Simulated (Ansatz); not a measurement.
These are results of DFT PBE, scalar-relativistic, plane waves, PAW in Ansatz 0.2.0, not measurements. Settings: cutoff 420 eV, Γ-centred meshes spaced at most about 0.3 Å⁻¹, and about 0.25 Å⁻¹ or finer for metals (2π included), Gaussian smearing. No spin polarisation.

These are static total energies at zero pressure.

Compare these two cells of BeTe₆, each relaxed at this level.

A.

```xyz
7
Lattice="3.8101 2.1998 4.4238 -3.8101 2.1998 4.4238 0.0000 -4.3995 4.4238" Properties=species:S:1:pos:R:3 pbc="T T T"
Be    0.0000    0.0000    0.0000
Te    1.5377    2.3318    5.6324
Te   -1.5377   -2.3318    7.6390
Te    1.2505   -2.4976    5.6324
Te   -2.7883    0.1658    5.6324
Te   -1.2505    2.4976    7.6390
Te    2.7883   -0.1658    7.6390
```

B.

```xyz
7
Lattice="10.2814 0.0000 0.0000 -5.1407 8.9040 0.0000 0.0000 0.0000 3.2939" Properties=species:S:1:pos:R:3 pbc="T T T"
Be    0.0000    0.0000    0.0000
Te    6.8187    0.0000    0.0000
Te   -3.4094    5.9052    0.0000
Te    1.7314    2.9988    0.0000
Te    2.3264    0.0000    0.0000
Te   -1.1632    2.0147    0.0000
Te    3.9775    6.8893    0.0000
```

Problem. Which is lower in energy, and by how much?

Solution. B is lower, by 73 meV/atom. A has space group R-3 (No. 148), 31.8 Å³/atom and no gap on its mesh; B has space group P-62m (No. 189), 43.1 Å³/atom and no gap. Counting Te atoms around Be (those within 1.25 times the shortest such distance or 1.15 times the sum of covalent radii, 1.27 where that leaves under three), A has Be 6 and B has Be 3. A holds Te–Te pairs (shortest 2.88 Å); in B the shortest Te–Te distance is 3.06 Å, near bonding range too. Even the lower one lies +0.10 eV/atom against the reference forms of the elements (uncorrected), so neither is stable at this level. Both come from invented guesses. The lowest form computed isn't among them: it has space group P-42m (No. 111), 36.4 Å³/atom and lies 40 meV/atom below the best shown.

No dispersion correction is applied, so the spacing and binding between layers, chains or molecules are poorly described (P-62m), and this can change margins and order among such cells. Spin–orbit coupling, which can matter for Te, is left out. Cells relaxed within their symmetry can be saddle points. Some candidate types were left out of the draw beforehand, so a known form may be missing.
